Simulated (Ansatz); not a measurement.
## Relaxing SiO$_{2}$ in the CdI2 type

First guess:

```xyz
3
Lattice="2.8878 0.0000 0.0000 -1.4439 2.5009 0.0000 0.0000 0.0000 4.6205" Properties=species:S:1:pos:R:3 pbc="T T T"
Si    0.0000    0.0000    0.0000
O     0.0000    1.6673    1.1551
O     1.4439    0.8336    3.4654
```

Computed with Ansatz 0.2.0, DFT, PBE, PAW with Ansatz's default frozen-core files, scalar-relativistic.

Cell and atoms relax within the symmetry of the start on a 16×16×9 k mesh with 0.03 eV Fermi–Dirac smearing.

The start is built from a prototype, known or not as a phase of this compound; the cutoff is 420 eV.

Q: What is the pressure of the first guess?

A: -39.1 GPa.

Q: What does it relax to?

A: a = 2.698 Å, b = 2.698 Å, c = 5.531 Å, α = 90.00°, β = 90.00°, γ = 120.00° (conventional cell), 11.63 Å³ per atom:
```cif
data_structure
_symmetry_space_group_name_H-M 'P-3m1'
_symmetry_Int_Tables_number 164
_cell_length_a 2.6984
_cell_length_b 2.6984
_cell_length_c 5.5306
_cell_angle_alpha 90.000
_cell_angle_beta 90.000
_cell_angle_gamma 120.000
_cell_volume 34.88
loop_
_atom_site_label
_atom_site_type_symbol
_atom_site_symmetry_multiplicity
_atom_site_Wyckoff_symbol
_atom_site_fract_x
_atom_site_fract_y
_atom_site_fract_z
_atom_site_occupancy
Si1 Si 1 a 0.00000 0.00000 0.00000 1
O1 O 2 d 0.33333 0.66667 0.16556 1
```

Q: How much energy does the relaxation release?

A: 684 meV/atom.
